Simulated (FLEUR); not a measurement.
# C under changes of volume

One of the cells (5.672 Å³/atom); the others are scaled copies at fixed shape and fractional positions:

```
C
1.0
     2.52210    0.00000    0.00000
    -1.26105    2.18420    0.00000
     0.00000    0.00000   12.35570
C
12
Direct
  0.66667 0.33333 0.35417
  0.33333 0.66667 0.85417
  0.66667 0.33333 0.14583
  0.33333 0.66667 0.64583
  0.66667 0.33333 0.47917
  0.33333 0.66667 0.97917
  0.66667 0.33333 0.02083
  0.33333 0.66667 0.52083
  0.00000 0.00000 0.81250
  0.00000 0.00000 0.31250
  0.00000 0.00000 0.68750
  0.00000 0.00000 0.18750
```

This is a hexagonal form of diamond, not graphite.

| Quantity | Value |
| --- | --- |
| Program | FLEUR MaX-R8.1 (later development tree) |
| Functional | LDA exchange alone (X-alpha) |
| Potentials or basis | all-electron |
| Basis | FLAPW |
| Kmax | 5.5 1/bohr |
| k mesh | 12 × 12 × 3 |
| Occupations | fermi-dirac, width 0.05 eV |
| Spin | no spin polarisation |

| volume (Å³/atom) | energy over the lowest point (meV/atom) | gap on the mesh (eV) |
| --- | --- | --- |
| 5.332 | 44.96 | 4.41 |
| 5.445 | 22.58 | 4.36 |
| 5.672 | 0.00 | 4.25 |
| 5.899 | ? | ? |
| 6.012 | 12.33 | 4.10 |

Question: What does the run at 5.899 Å³/atom give?

Answer: Energy over the lowest point 2.78 meV/atom; gap on the mesh 4.15 eV.

Worked out: A Birch-Murnaghan fit of order 2 (a polynomial in V^(-2/3)) to the other rows has its minimum at 5.76 Å³/atom with B0 = V·E''(V) = 422 GPa at fixed shape and positions, which overstates the stiffness. It gives 2.87 meV/atom at 5.899 Å³/atom, against the run's 2.78. A straight line through the other rows of the gap, of slope -2.6 eV per unit of ln V, gives 4.15 eV, against the run's 4.15.

Energies are extrapolated to zero smearing.

Caveats: an odd mesh through Γ misses points on the zone boundary, where band edges often lie.
